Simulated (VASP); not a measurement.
CuO (Tenorite):

```xyz
4
Lattice="2.3418 -1.7113 0.0000 2.3418 1.7113 0.0000 -0.8500 0.0000 5.0579" Properties=species:S:1:pos:R:3 pbc="T T T"
Cu    0.7459   -0.8557    2.5289
Cu    1.1709    0.8557    0.0000
O     1.7043    0.2793    3.7934
O     2.1293   -0.2793    1.2645
```

Program: VASP 6.6.1. Alike in all runs: potentials or basis VASP PAW PBE potentials, release 64 (Cu, O); no spin polarisation; cell as given; k mesh 10 × 10 × 5.

Question: Order these runs on this cell by their pressure, lowest first.
A. level PBE; cutoff (eV) 520; smearing gaussian 0.022 eV
B. level RPBE; cutoff (eV) 500; smearing gaussian 0.1 eV
C. level PBEsol; cutoff (eV) 520; smearing fermi-dirac 0.05 eV; ladder free
D. level revTPSS; cutoff (eV) 520; smearing fermi-dirac 0.05 eV

Answer: C (-2.1 GPa), D (1.9 GPa), A (6.3 GPa), B (11.8 GPa).

Caveats: the run has no spin polarisation, though such a crystal can be magnetic; the PAW data sets were made with another functional, which shifts forces and pressure a little (some runs).

Not every run made on this cell is shown here.
